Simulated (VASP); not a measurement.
# SnO: G0W0, by functional

SnO, Pmn2_1 (no. 31), 4 atoms in the cell.

| Functional | Quasiparticle gap on the mesh (eV) | Gap of the starting point on the mesh (eV) | Quasiparticle gap at the zone centre (eV) | Starting gap at the zone centre (eV) | Correction of the gap between the band edges on the mesh (eV) | Time (s) |
|---|---|---|---|---|---|---|
| LDA | 2.72 | 2.13 | 3.32 | 2.62 | 0.59 | 27 |
| PBE | 2.68 | 2.15 | 3.29 | 2.72 | 0.53 | 30 |
| PBEsol | 2.70 | 2.10 | 3.31 | 2.64 | 0.59 | 30 |
| r2SCAN | 2.88 | 2.45 | 3.49 | 3.07 | 0.43 | 49 |
| HSE06 | 3.21 | 2.94 | 3.89 | 3.67 | 0.26 | 192 |
| PBE0 | 3.65 | 3.72 | 4.35 | 4.44 | -0.07 | 149 |
| SCAN | 2.87 | 2.41 | 3.47 | 2.99 | 0.46 | 57 |
| HF | 5.80 | 8.82 | 6.66 | 10.00 | -3.01 | 156 |

Limits: spin-orbit coupling is left out, which changes the gap somewhat with Sn; the mesh is coarse: neither the gap nor the screening is converged.

## Input of the first row

INCAR.step1:
```
SYSTEM = SnO
PREC = Accurate
ENCUT = 500
ISMEAR = 0
SIGMA = 0.05
LASPH = .TRUE.
LREAL = .FALSE.
GGA = CA
ALGO = Normal
EDIFF = 1E-8
NELM = 150
LWAVE = .TRUE.
LCHARG = .FALSE.
```

INCAR.step2, as INCAR.step1 but for:
```
- ALGO = Normal
- NELM = 150
+ ALGO = Exact
+ NELM = 1
+ ISTART = 1
+ NBANDS = 200
+ LOPTICS = .TRUE.
```

INCAR.step3:
```
SYSTEM = SnO
PREC = Accurate
ENCUT = 500
ISMEAR = 0
SIGMA = 0.05
LASPH = .TRUE.
LREAL = .FALSE.
GGA = CA
ALGO = EVGW0
NBANDS = 200
NBANDSGW = 24
ENCUTGW = 100
NOMEGA = 48
PRECFOCK = Fast
ISTART = 1
LWAVE = .FALSE.
LCHARG = .FALSE.
NELMGW = 1
```

KPOINTS:
```
k-points
0
Gamma
  2 1 2
```

POSCAR:
```
SnO
1.0
    3.3550050000      0.0000000000      0.0000000000
    0.0000000000      5.6741040000      0.0000000000
    0.0000000000      0.0000000000      4.2219700000
Sn O
2 2
Direct
    0.5000000000      0.7680910000      0.0131440000
    0.0000000000      0.2319090000      0.5131440000
    0.5000000000      0.1087500000      0.2368570000
    0.0000000000      0.8912500000      0.7368570000
```

Commands (each step's output is kept before the next begins):
```
cat potpaw_LDA.64/Sn_d_GW/POTCAR potpaw_LDA.64/O_GW/POTCAR > POTCAR
cp INCAR.step1 INCAR
mpirun -np 4 vasp_std > vasp.out
cp INCAR.step2 INCAR
mpirun -np 4 vasp_std > vasp.out
cp INCAR.step3 INCAR
mpirun -np 4 vasp_std > vasp.out
```

Changes of row 7 against the first:
```
(all steps)
- GGA = CA
+ METAGGA = SCAN
+ LMIXTAU = True
- cat potpaw_LDA.64/Sn_d_GW/POTCAR potpaw_LDA.64/O_GW/POTCAR > POTCAR
+ cat potpaw_PBE.64/Sn_d_GW/POTCAR potpaw_PBE.64/O_GW/POTCAR > POTCAR
```

VASP 6.6.1 took 27 s on 4 cores (Intel Xeon Platinum 8559C (Emerald Rapids)), a shared host.
